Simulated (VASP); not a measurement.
CdS, 4 atoms in the cell. It takes space group P6_3mc (No. 186, hexagonal). Conventional cell: a = 4.129 Å, b = 4.129 Å, c = 6.732 Å, α = 90.00°, β = 90.00°, γ = 120.00°. Around Cd (site symmetry 3m) lie 4 S at 2.53 Å. S (site symmetry 3m) is surrounded by 4 Cd at 2.53 Å. 

| Item | Value |
| --- | --- |
| Program | VASP 6.6.1 |
| Task | relaxation of cell and atoms |
| Functional | PBEsol |
| Potentials or basis | VASP PAW PBE potentials, release 64 (Cd, S) |
| Cutoff | 600 eV |
| k mesh | 9 × 9 × 4 |
| Occupations | gaussian, width 0.03 eV |
| Spin | no spin polarisation |
| Further INCAR settings | ALGO = Normal; EDIFF = 1e-07; IBRION = 2; EDIFFG = -0.005; NSW = 90; ISIF = 3 |

Potentials or basis: VASP PAW PBE potentials, release 64 (Cd, S).

Launch:

```bash
$ cat potpaw_PBE.64/Cd/POTCAR potpaw_PBE.64/S/POTCAR > POTCAR
$ mpirun -np 1 vasp_std > vasp.out
```

Hardware: 1 thread of Intel(R) Xeon(R) Platinum 8488C (Sapphire Rapids) (shared host).

Q: Estimate the wall time of this run.

A: Run time: 2.5 min on 1 thread of Intel(R) Xeon(R) Platinum 8488C (Sapphire Rapids), with other jobs on the host, peak memory 0.3 GiB. Counts: scf iterations 42, k points 36, ion steps 5.
